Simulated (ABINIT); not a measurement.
TiO2:

```
Ti O
1.0
     4.59984    0.00000    0.00000
     0.00000    4.59984    0.00000
     0.00000    0.00000    2.95921
Ti O
2 4
Direct
  0.00000 0.00000 0.50000
  0.50000 0.50000 0.00000
  0.30432 0.30432 0.50000
  0.19568 0.80432 0.00000
  0.80432 0.19568 0.00000
  0.69568 0.69568 0.50000
```

The cell is a database's computed one.

Base run:

* Program: ABINIT 10.8.3 (patched build)
* Functional: PBE
* Potentials or basis: JTH PAW PBE v2.0
* Cutoff: 626 eV
* k mesh: 5 × 5 × 7
* Occupations: fermi-dirac, width 0.05 eV
* Spin: no spin polarisation

Its results: band gap on the k mesh 1.86 eV, direct; pressure 4.5 GPa; largest force 0.007 eV/Å.

Q: The run is repeated on the same cell with these changes: functional from PBE to PBEsol. What comes out?

A: Band gap on the k mesh 1.82 eV, direct; pressure -2.2 GPa; largest force 0.050 eV/Å.

PBEsol binds more tightly than PBE, so the same cell stands under less pressure.

Caveats: an odd mesh through Γ misses points on the zone boundary, where band edges often lie; the atomic spheres overlap; the PAW data sets were made with another functional, which shifts forces and pressure a little (some runs).
